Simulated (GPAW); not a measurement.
Wanted: an ASE script for a GPAW 26.7.0 run.

```yaml
Task: band structure
Functional: RPBE
Potentials_or_basis: the program's PAW data sets (release 1.2.1) made for this functional
Cutoff: 600 eV
Basis: pw
k_mesh: 11 × 11 × 11
Occupations: fermi-dirac, width 0.05 eV
Spin: no spin polarisation
Maxiter: 150
Band_path: GHNGPH,PN
Band_points: 60
```

The structure of Nb lies in POSCAR:

```
Nb
1.0
   -1.6639500000      1.6639500000      1.6639500000
    1.6639500000     -1.6639500000      1.6639500000
    1.6639500000      1.6639500000     -1.6639500000
Nb
1
Direct
    0.0000000000      0.0000000000      0.0000000000
```

These files were run (other wordings do the same):

run.py

```python
from ase.dft.bandgap import bandgap
from ase.io import read, write
from ase.units import GPa
from gpaw import GPAW, PW

atoms = read('POSCAR')

calc = GPAW(mode=PW(600),
            xc='RPBE',
            kpts={'size': (11, 11, 11), 'gamma': True},
            occupations={'name': 'fermi-dirac', 'width': 0.05},
            nbands=15,
            convergence={'density': 1e-05, 'energy': 1e-05},
            maxiter=150,
            txt='gpaw.txt')
atoms.calc = calc
energy = atoms.get_potential_energy()
forces = atoms.get_forces()
stress = atoms.get_stress()
calc.write('gs.gpw')
write('result.traj', atoms)
print(f'Energy: {energy:.6f} eV')
print('Forces (eV/A):')
print(forces.round(4))
print('Stress (GPa):', (stress / GPa).round(3))
print('Fermi level:', round(calc.get_fermi_level(), 4), 'eV')
print(f'Gap: {bandgap(calc)[0]:.4f} eV, direct: {bandgap(calc, direct=True)[0]:.4f} eV')

path = atoms.cell.bandpath('GHNGPH,PN', npoints=60, eps=1e-4)
bs_calc = calc.fixed_density(kpts=path, symmetry='off', nbands=23,
                             convergence={'bands': 'CBM+6.0', 'eigenstates': 1e-6}, txt='bands.txt')
bs = bs_calc.band_structure()
bs.write('bs.json')
print(f'Gap on the path: {bandgap(bs_calc)[0]:.4f} eV')
```

Potentials or basis: the program's PAW data sets (release 1.2.1) made for this functional, pw.

Launch:

```bash
$ OMP_NUM_THREADS=1 python run.py
```

Results of the run:

- Pressure: 0.3 GPa
- Band gap along the path: none (metal or under the smearing width)

Run time: 21 s on 1 thread of Intel(R) Xeon(R) Platinum 8488C (Sapphire Rapids) (shared host), peak memory 0.17 GiB.
